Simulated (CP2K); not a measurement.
# SnTe: equation of state with PBE

SnTe:

```xyz
2
Lattice="4.4560 0.0000 0.0000 2.2280 3.8590 0.0000 2.2280 1.2863 3.6383" Properties=species:S:1:pos:R:3 pbc="T T T"
Te    4.4560    2.5727    1.8191
Sn    0.0000    0.0000    0.0000
```

| Item | Value |
| --- | --- |
| Program | CP2K 2026.2 |
| Task | equation of state |
| Functional | PBE |
| Potentials or basis | POTENTIAL_UZH Te GTH-PBE-q6, Sn GTH-PBE-q4; TZVP-MOLOPT-PBE-GTH basis |
| Density cutoff | 8163 eV |
| k mesh | 7 × 7 × 7 |
| Occupations | fermi-dirac, width 0.05 eV |
| Spin | no spin polarisation |

| Property | Result |
| --- | --- |
| Equilibrium volume | 33.41 Å³/atom (rough: see the caveat) |
| Bulk modulus | 39 GPa (rough) |

Energy against volume, from the lowest point:
| volume (Å³/atom) | energy (meV/atom) |
| --- | --- |
| 29.404 | 73.88 |
| 30.030 | 50.54 |
| 30.656 | 32.23 |
| 31.281 | 18.45 |
| 31.907 | 8.75 |
| 32.532 | 2.72 |
| 33.158 | 0.00 |

All runs of the series together: 110 s on 1 thread of Arm Neoverse V1, on a shared host.

Caveat: the minimum lies outside the volumes run; this odd mesh misses L, where the gap lies, so gap, dielectric constants and Born charges aren't listed; the basis of atomic orbitals isn't converged, which shifts pressures, moduli and gaps. Spin-orbit coupling is left out, which matters for the levels of Te.
